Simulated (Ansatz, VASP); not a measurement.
# Two plane-wave programs on Pt

```
Pt
1.0
     0.29202    2.03437    2.03437
     2.03437    0.29202    2.03437
     2.03437    2.03437    0.29202
Pt
1
Direct
  0.00000 0.00000 0.00000
```

Change from the starting cell: equal engineering shear yz, xz and xy +0.1500, equal normal strain along x, y and z -0.0300.

Alike in both runs: task single point; functional LDA; k mesh 20 × 20 × 20; occupations gaussian, width 0.15 eV; no spin polarisation.

|  | VASP | Ansatz |
| --- | --- | --- |
| version | VASP 6.6.1 | Ansatz 0.2.0 |
| potentials or method | VASP PAW LDA potentials, release 64 (Pt) | scalar-relativistic, plane waves, PAW |
| plane-wave cutoff (eV) | 520 | 420 |
| valence electrons in the cell | 10 | 18 |

```tsv
	VASP	Ansatz	Ansatz less VASP
gap on the k mesh at the Fermi level (eV)	none	none	-
pressure (GPa)	73.7	72.1	-1.60
largest component of the traceless stress (GPa)	33.93	33.42	-0.509
```

A gap of «none» marks a metal or a gap that the smearing closes. The two sets of potentials don't hold the same shells in valence. Ansatz warned: «pseudo_functional_mismatch».

Caveats: the cell as given lies far from equilibrium; so large a pressure means that the cell lies far from this level's equilibrium, or that cutoff or potentials fall short (VASP). Spin-orbit coupling is left out, which matters for the levels of Pt.
